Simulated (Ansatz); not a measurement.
## Sr: how the axes shrink under pressure

Sr, P6_3/mmc, a = 4.263 Å, c = 13.977 Å. This isn't the element's structure at ambient conditions. Ansatz: PBE, PAW, 420 eV, Γ-centred 12×12×4 mesh on 4 atoms, Gaussian smearing 0.10 eV; no spin polarisation. Cell and atoms are relaxed at each pressure, and no other structure is tried, so the rows at high pressure may lie past a change of phase. y = 100 ln(c/c0) with c0 = 13.9766 Å, so nearly a change in per cent. The pressures are the targets, met within 0.05 GPa.

```
P (GPa) y  100 ln(a/a0)
   -1.0       ?             ?
    0.0    0.00          0.00
    1.0   -2.66         -2.57
    4.0   -7.85         -7.92
   12.0  -16.25        -16.27
   25.0  -25.13        -24.52
   50.0  -36.39        -33.80
   90.0  -44.29        -42.33
```

Question: Fit y = c1 P + c2 P² to the other rows, give the linear compressibility along c, and predict the missing y.

Answer: Least squares on the rows shown. y = −1.1620 P + 0.0075366 P². The linear compressibility along c is −c1/100 = 11.62 per TPa, against 11.09 along a from the same fit to the last column (its missing entry is 3.17): the crystal is about as stiff along both at low pressure. The runs next to zero pressure give 29.37 and 28.94, so a parabola over the whole range misstates the start. With a term in P³ added, the coefficient of P becomes -1.562, 34 % more, which shows how far this figure hangs on the form. At P = -1.0 the fit asked for gives 1.17. The run gave 3.17, so the fit is 2.00 too low, within the rms miss on the fitted rows (2.39): the form describes this series only roughly. The parabola turns at P = 77.1, between the two outer rows, which can neither show nor exclude a turn there.

The mesh isn't the same in all rows (12×12×4, 18×18×6).